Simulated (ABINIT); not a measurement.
# W (P-1) in ABINIT: convergence with pawecutdg

Aim: find how far pawecutdg must go before the results for W settle, at PBE. This setting moves, with any that are tied to it; all else stays.

Program: ABINIT 10.8.3 (patched build). These are calculated values, not measurements. Logs are shortened: lines on timing, memory, paths and dates and some standing lists are left out, and cuts for length are marked. The log counts tension as positive stress, the text compression.

### Step 1. The cell of the first run

The typed cell holds 1 atom: a = 2.857 Å, b = 2.873 Å, c = 2.890 Å, α = 59.90°, β = 60.38°, γ = 59.41°.

This isn't the form of W at room conditions, which is bcc.

The cell isn't the ideal one: cell strained at random at fixed volume.

### Step 2. With pawecutdg 16 Ha

Contents of run.abi:

```
pp_dirpath "./"
pseudos "W.GGA_PBE-JTH.xml"

acell 3*1.0
rprim
     0.0225312046     3.7950009158     3.8396627030
     3.8355960124     0.0209079298     3.8412859778
     3.8817733600     3.8428034279    -0.0252713075
ntypat 1
znucl 74
natom 1
typat 1
xred
    -0.0067530000    -0.0087400000     0.0141000000
chkprim 0
chksymtnons 0
tolsym 1.0e-6

ecut 16.0
pawecutdg 16.0
pawxcdev 0

kptopt 1
ngkpt 11 11 11
nshiftk 1
shiftk 0.0 0.0 0.0

ixc 11

nband 11
occopt 6
tsmear 0.00183747

nstep 100
tolvrs 1.0e-9

iomode 3
prtwf 0
prtden 0
prteig 0
prtebands 0
enunit 1
```

Potentials or basis: JTH PAW PBE v2.0.

The run is started by

```bash
abinit run.abi > log 2>&1
```

It took 55 s on 1 thread of Arm Neoverse V1, shared host; peak memory 0.18 GiB.

It converged, with:

```yaml
Free_energy: -1877.9975 eV
Pressure: -5.8 GPa
Band_gap_on_the_k_mesh: none (metal or under the smearing width)
Valence_electrons_inside_the_program's_atomic_spheres: W 11.65 (radii [1.2763] Å)
```

### Step 3. With pawecutdg 19.2

run.abi, as its differences from that of step 2:

```diff
@@ -19,3 +19,3 @@
 ecut 16.0
-pawecutdg 16.0
+pawecutdg 19.2
 pawxcdev 0
```

Potentials or basis: JTH PAW PBE v2.0.

The run is started by

```bash
abinit run.abi > log 2>&1
```

Run time: 59 s. Hardware: 1 thread of Arm Neoverse V1, shared host; peak memory 0.18 GiB.

The run converged. Its results:

- Free energy: -1877.9983 eV
- Pressure: -5.2 GPa
- Band gap on the k mesh: none (metal or under the smearing width)
- Valence electrons inside the program's atomic spheres: W 11.65 (radii [1.2763] Å)

### Step 4. With pawecutdg 24

run.abi, as its differences from that of step 3:

```diff
@@ -19,3 +19,3 @@
 ecut 16.0
-pawecutdg 19.2
+pawecutdg 24.0
 pawxcdev 0
```

The run is started by

```bash
abinit run.abi > log 2>&1
```

Wall time 60 s (1 thread of Arm Neoverse V1, shared host); peak memory 0.18 GiB.

Results (log left out):

- Free energy: -1877.9966 eV
- Pressure: -5.6 GPa
- Band gap on the k mesh: none (metal or under the smearing width)
- Valence electrons inside the program's atomic spheres: W 11.65 (radii [1.2763] Å)

### Step 5. With pawecutdg 28.8

run.abi, as its differences from that of step 4:

```diff
@@ -19,3 +19,3 @@
 ecut 16.0
-pawecutdg 24.0
+pawecutdg 28.8
 pawxcdev 0
```

The run is started by

```bash
abinit run.abi > log 2>&1
```

Run time: 64 s. Hardware: 1 thread of Arm Neoverse V1, shared host; peak memory 0.18 GiB.

The run converged. Its results:

```yaml
Free_energy: -1877.9969 eV
Pressure: -5.4 GPa
Band_gap_on_the_k_mesh: none (metal or under the smearing width)
Valence_electrons_inside_the_program's_atomic_spheres: W 11.65 (radii [1.2763] Å)
```

### Step 6. With pawecutdg 35.2

run.abi, as its differences from that of step 5:

```diff
@@ -19,3 +19,3 @@
 ecut 16.0
-pawecutdg 28.8
+pawecutdg 35.2
 pawxcdev 0
```

Potentials or basis: JTH PAW PBE v2.0.

The run is started by

```bash
abinit run.abi > log 2>&1
```

Wall time 64 s (1 thread of Arm Neoverse V1, shared host); peak memory 0.18 GiB.

Results (log left out):

* Free energy: -1877.9971 eV
* Pressure: -5.5 GPa
* Band gap on the k mesh: none (metal or under the smearing width)
* Valence electrons inside the program's atomic spheres: W 11.65 (radii [1.2763] Å)

### Step 7. With pawecutdg 43.2

run.abi, as its differences from that of step 6:

```diff
@@ -19,3 +19,3 @@
 ecut 16.0
-pawecutdg 35.2
+pawecutdg 43.2
 pawxcdev 0
```

The run is started by

```bash
abinit run.abi > log 2>&1
```

It took 64 s on 1 thread of Arm Neoverse V1, shared host; peak memory 0.19 GiB.

The run converged. Its results:

```
Free energy                                           : -1877.9965 eV
Pressure                                              : -5.5 GPa
Band gap on the k mesh                                : none (metal or under the smearing width)
Valence electrons inside the program's atomic spheres : W 11.65 (radii [1.2763] Å)
```

### Step 8. With pawecutdg 52.8

run.abi, as its differences from that of step 7:

```diff
@@ -19,3 +19,3 @@
 ecut 16.0
-pawecutdg 43.2
+pawecutdg 52.8
 pawxcdev 0
```

Potentials or basis: JTH PAW PBE v2.0.

The run is started by

```bash
abinit run.abi > log 2>&1
```

run.abo:

```text
.Version 10.8.3 of ABINIT
 Symmetries : space group P-1 (#  2); Bravais aP (primitive triclinic)
================================================================================
 Values of the parameters that define the memory need of the present run
     intxc =       0    ionmov =       0      iscf =      17    lmnmax =      18
     lnmax =       6     mgfft =      20  mpssoang =       3    mqgrid =    3001
     natom =       1  nloc_mem =       2    nspden =       1   nspinor =       1
    nsppol =       1      nsym =       2    n1xccc =       1    ntypat =       1
    occopt =       6   xclevel =       2
       mpw =         354          nfft =        8000          nkpt =         666
 PAW method is used; the additional fine FFT grid is defined by:
   mgfftf=        36    nfftf =     46656
================================================================================
================================================================================

--------------------------------------------------------------------------------
------------- Echo of variables that govern the present computation ------------
--------------------------------------------------------------------------------
 -outvars: echo values of preprocessed input variables --------
            acell      1.0000000000E+00  1.0000000000E+00  1.0000000000E+00 Bohr
              amu      1.83850000E+02
          chkprim           0
      chksymtnons           0
             ecut      1.60000000E+01 Hartree
           enunit           1
                       outvar_i_n : Printing only first  50 k-points.
              ixc          11
                       outvar_i_n : Printing only first  50 k-points.
         kptrlatt       11    0    0      0   11    0      0    0   11
          kptrlen      5.90150192E+01
            natom           1
            nband          11
            ngfft          20      20      20
          ngfftdg          36      36      36
             nkpt         666
            nstep         100
             nsym           2
           ntypat           1
                       prtocc : prtvol=0, do not print more k-points.
           occopt           6
        pawecutdg      5.28000000E+01 Hartree
         pawxcdev           0
           prtden           0
        prtebands           0
           prteig           0
            prtwf           0
            rprim      2.2531204600E-02  3.7950009158E+00  3.8396627030E+00
                       3.8355960124E+00  2.0907929800E-02  3.8412859778E+00
                       3.8817733600E+00  3.8428034279E+00 -2.5271307500E-02
          spgroup           2
           tolsym      1.00000000E-06
           tolvrs      1.00000000E-09
           tsmear      1.83747000E-03 Hartree
            typat      1
           useylm           1
                       outvars : Printing only first  50 k-points.
           xangst      1.1143277173E-02  1.5014425346E-02 -3.1675704905E-02
            xcart      2.1057742003E-02  2.8373151843E-02 -5.9858407115E-02
             xred     -6.7530000000E-03 -8.7400000000E-03  1.4100000000E-02
            znucl       74.00000

================================================================================

 chkinp: Checking input parameters for consistency.

================================================================================
== DATASET  1 ==================================================================

--- !DatasetInfo
iteration_state: {dtset: 1, }
dimensions: {natom: 1, nkpt: 666, mband: 11, nsppol: 1, nspinor: 1, nspden: 1, mpw: 354, }
cutoff_energies: {ecut:  16.0, pawecutdg:  52.8, }
electrons: {nelect:   1.40000000E+01, charge:   0.00000000E+00, occopt:   6.00000000E+00, tsmear:   1.83747000E-03, }
meta: {optdriver: 0, ionmov: 0, optcell: 0, iscf: 17, paral_kgb: 0, }
...

 Exchange-correlation functional for the present dataset will be:
  GGA: Perdew-Burke-Ernzerhof functional - ixc=11
  J.P.Perdew, K.Burke, M.Ernzerhof, PRL 77, 3865 (1996)

[... 51 lines left out ...]
 At SCF step   12       nres2   =  2.39E-10 < tolvrs=  1.00E-09 =>converged.

 Cartesian components of stress tensor (hartree/bohr^3)
  sigma(1 1)=  1.68371499E-04  sigma(3 2)=  5.58357165E-05
  sigma(2 2)=  2.54622928E-04  sigma(3 1)=  2.96166631E-05
  sigma(3 3)=  1.36812078E-04  sigma(2 1)= -8.85039446E-05

--- !ResultsGS
iteration_state: {dtset: 1, }
comment   : Summary of ground state results
lattice_vectors:
- [  0.0225312,   3.7950009,   3.8396627, ]
- [  3.8355960,   0.0209079,   3.8412860, ]
- [  3.8817734,   3.8428034,  -0.0252713, ]
lattice_lengths: [   5.39866,    5.42842,    5.46223, ]
lattice_angles: [ 59.896,  60.382,  59.407, ] # degrees, (23, 13, 12)
lattice_volume:   1.1290537E+02
convergence: {deltae: -2.392E-11, res2:  2.386E-10, residm:  1.240E-04, diffor: null, }
etotal    :  -6.90151051E+01
entropy   :   0.00000000E+00
fermie    :   3.19523355E-01
cartesian_stress_tensor: # hartree/bohr^3
- [  1.68371499E-04,  -8.85039446E-05,   2.96166631E-05, ]
- [ -8.85039446E-05,   2.54622928E-04,   5.58357165E-05, ]
- [  2.96166631E-05,   5.58357165E-05,   1.36812078E-04, ]
pressure_GPa:  -5.4900E+00
xred      :
- [ -6.7530E-03,  -8.7400E-03,   1.4100E-02,  W]
cartesian_forces: # hartree/bohr
- [ -0.00000000E+00,  -0.00000000E+00,  -0.00000000E+00, ]
force_length_stats: {min:   0.00000000E+00, max:   0.00000000E+00, mean:   0.00000000E+00, }
...

 Integrated electronic density in atomic spheres:
 ------------------------------------------------
 Atom  Sphere_radius  Integrated_density
    1        2.41189         11.65409993

================================================================================

 ----iterations are completed or convergence reached----

 Mean square residual over all n,k,spin=   38.918E-09; max=  12.397E-05
 reduced coordinates (array xred) for    1 atoms
      -0.006753000000     -0.008740000000      0.014100000000
 rms dE/dt=  0.0000E+00; max dE/dt=  0.0000E+00; dE/dt below (all hartree)
    1       0.000000000000      0.000000000000      0.000000000000

 cartesian coordinates (angstrom) at end:
    1      0.01114327717348     0.01501442534638    -0.03167570490477

 cartesian forces (hartree/bohr) at end:
    1     -0.00000000000000    -0.00000000000000    -0.00000000000000
 frms,max,avg= 0.0000000E+00 0.0000000E+00   0.000E+00  0.000E+00  0.000E+00 h/b

 cartesian forces (eV/Angstrom) at end:
    1     -0.00000000000000    -0.00000000000000    -0.00000000000000
 frms,max,avg= 0.0000000E+00 0.0000000E+00   0.000E+00  0.000E+00  0.000E+00 e/A
 length scales=  1.000000000000  1.000000000000  1.000000000000 bohr
              =  0.529177210544  0.529177210544  0.529177210544 angstroms
 Fermi (or HOMO) energy (eV) =   8.69467   Average Vxc (eV)= -12.99923
 Eigenvalues (   eV  ) for nkpt= 666  k points:
 kpt#   1, nband= 11, wtk=  0.00075, kpt=  0.0000  0.0000  0.0000 (reduced coord)
 -65.05080  -28.72601  -28.69590  -28.66906   -0.22450    7.95686    8.13197    8.35083
  11.08841   11.30023   21.66972
 prteigrs : prtvol=0 or 1, do not print more k-points.

--- !EnergyTerms
iteration_state     : {dtset: 1, }
comment             : Components of total free energy in Hartree
kinetic             :  6.74541221811613E+00
hartree             :  1.04399296140611E+01
xc                  : -7.63509894360987E+00
Ewald energy        : -5.85609309410849E+01
psp_core            :  5.83688359001135E+00
local_psp           : -2.92933110433521E+01
PAW spherical_terms :  3.45199979084303E+00
internal            : -6.90151157150153E+01
'-kT*entropy'       :  3.13379027977547E-06
total_energy        : -6.90151125812250E+01
total_energy_eV     : -1.87799688525758E+03
...

--- !EnergyTermsDC
iteration_state     : {dtset: 1, }
comment             : '"Double-counting" decomposition of free energy'
band_energy         : -9.88420036075305E+00
Ewald energy        : -5.85609309410849E+01
psp_core            :  5.83688359001135E+00
xc_dc               : -1.38656068018813E+01
PAW spherical_terms :  7.45874624612614E+00
internal            : -6.90151082675818E+01
'-kT*entropy'       :  3.13379027977547E-06
total_energy_dc     : -6.90151051337915E+01
total_energy_dc_eV  : -1.87799668260259E+03
...

--- !EnergyTermsWithPAWCore
iteration_state     : {dtset: 1, }
comment             : 'Components of total free energy, including PAW core contributions'
Total energy        : -1.61429144339913E+04
Total energy DC     : -1.61429144265439E+04
Total energy (eV)   : -4.39271079799160E+05
Total energy DC (eV): -4.39271079596505E+05
...

 Cartesian components of stress tensor (hartree/bohr^3)
  sigma(1 1)=  1.68371499E-04  sigma(3 2)=  5.58357165E-05
  sigma(2 2)=  2.54622928E-04  sigma(3 1)=  2.96166631E-05
  sigma(3 3)=  1.36812078E-04  sigma(2 1)= -8.85039446E-05

-Cartesian components of stress tensor (GPa)         [Pressure= -5.4900E+00 GPa]
- sigma(1 1)=  4.95366054E+00  sigma(3 2)=  1.64274350E+00
- sigma(2 2)=  7.49126517E+00  sigma(3 1)=  8.71352312E-01
- sigma(3 3)=  4.02515031E+00  sigma(2 1)= -2.60387595E+00

== END DATASET(S) ==============================================================
================================================================================

 -outvars: echo values of variables after computation  --------
            acell      1.0000000000E+00  1.0000000000E+00  1.0000000000E+00 Bohr
           etotal     -6.9015105134E+01
            fcart     -0.0000000000E+00 -0.0000000000E+00 -0.0000000000E+00
            rprim      2.2531204600E-02  3.7950009158E+00  3.8396627030E+00
                       3.8355960124E+00  2.0907929800E-02  3.8412859778E+00
                       3.8817733600E+00  3.8428034279E+00 -2.5271307500E-02
           strten      1.6837149938E-04  2.5462292763E-04  1.3681207813E-04
                       5.5835716510E-05  2.9616663110E-05 -8.8503944616E-05
           xangst      1.1143277173E-02  1.5014425346E-02 -3.1675704905E-02
             xred     -6.7530000000E-03 -8.7400000000E-03  1.4100000000E-02
 Calculation completed.
```

It took 64 s on 1 thread of Arm Neoverse V1, shared host; peak memory 0.19 GiB.

Results:

```
Free energy                                           : -1877.9967 eV
Pressure                                              : -5.5 GPa
Band gap on the k mesh                                : none (metal or under the smearing width)
Valence electrons inside the program's atomic spheres : W 11.65 (radii [1.2763] Å)
```

### Step 9. Summary

| pawecutdg | energy less the tightest run (meV/atom) | pressure (GPa) | SCF cycles | CPU time (s) | peak memory (GiB) |
| --- | --- | --- | --- | --- | --- |
| 16 Ha | -0.83 | -5.77 | 10 | 55 | 0.18 |
| 19.2 | -1.58 | -5.19 | 11 | 59 | 0.18 |
| 24 | 0.07 | -5.64 | 11 | 60 | 0.18 |
| 28.8 | -0.17 | -5.41 | 12 | 64 | 0.18 |
| 35.2 | -0.45 | -5.53 | 12 | 64 | 0.18 |
| 43.2 | 0.14 | -5.52 | 12 | 64 | 0.19 |
| 52.8 | 0.00 | -5.49 | 12 | 64 | 0.19 |

Against the tightest run, the energy stays within 1 meV/atom from 24 on; the pressure stays within 0.1 GPa from 28.8 on. The tightest run that finished is the yardstick and may itself not be fully converged.
